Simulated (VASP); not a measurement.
Here is a VASP 6.6.1 calculation.

The input INCAR:

```
  ALGO = Normal
  EDIFF = 1E-6
  EDIFFG = -0.005
  ENCUT = 600
  IBRION = 2
  ISIF = 3
  ISMEAR = 0
  KPAR = 4
  LASPH = T
  LCHARG = F
  LREAL = F
  LWAVE = F
  NELM = 80
  NSW = 60
  PREC = Accurate
  SIGMA = 0.02
```

KPOINTS

```
k-points
0
Gamma
  6 6 4
```

The input POSCAR:

```
Si2Mo
1.0
    4.5854715599      0.0000000000      0.0000000000
   -2.2927357800      3.9711348592      0.0000000000
    0.0000000000      0.0000000000      6.5797601000
Mo Si
3 6
Direct
    0.5000000000      0.5000000000      0.8333333333
    0.0000000000      0.5000000000      0.1666666667
    0.5000000000      0.0000000000      0.5000000000
    0.1638729800      0.3277459600      0.5000000000
    0.6722540400      0.8361270200      0.1666666667
    0.8361270200      0.1638729800      0.8333333333
    0.8361270200      0.6722540400      0.5000000000
    0.3277459600      0.1638729800      0.1666666667
    0.1638729800      0.8361270200      0.8333333333
```

Potentials or basis: VASP PAW LDA potentials, release 64 (Mo_sv, Si).

Command:

```bash
$ cat potpaw_LDA.64/Mo_sv/POTCAR potpaw_LDA.64/Si/POTCAR > POTCAR
$ mpirun -np 4 vasp_std > vasp.out
```

(1) Estimate the relaxed volume.

(2) Estimate the relaxed cell.

Answers

(1) 13.05 Å³/atom.

(2) a = 4.555 Å, b = 4.555 Å, c = 6.538 Å, α = 90.00°, β = 90.00°, γ = 120.00°.
